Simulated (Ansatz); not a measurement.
A run of Ansatz 0.2.0 is set up as follows.

Contents of input.yaml:

```yaml
crystal:
  lattice: { a: 6.078, b: 6.078, c: 6.078, alpha: 90.0, beta: 90.0, gamma: 90.0 }
  space_group: 216
  reduce_to_primitive: true
  atoms:
    - { symbol: Hg, wyckoff: "4a", position: [0.0, 0.0, 0.0] }
    - { symbol: Se, wyckoff: "4c", position: [0.25, 0.25, 0.25] }
hamiltonian:
  xc: pbe
  pseudopotentials: { kind: nc }
kpoints:
  mp_grid: { grid: [8, 8, 8] }
scf:
  occupations: { method: methfessel_paxton, width: 0.1 }
output:
  forces: true
  stress: true
  eigenvalues: true
  xc_energy_on_converged_density: [lda, pbesol, rpbe, revpbe, blyp, r2scan]
```

Potentials or basis: Ansatz NC.

The run is started by

```bash
$ ansatz run input.yaml --threads 1 --pin off --max-ram 2560MiB --backend cpu --events-out ev --progress --plain --runs-dir out
```

(1) What does it give for the band gap on the k mesh?

(2) Predict the pressure.

## Answers

(1) none (metal or under the smearing width).

(2) 4.7 GPa.
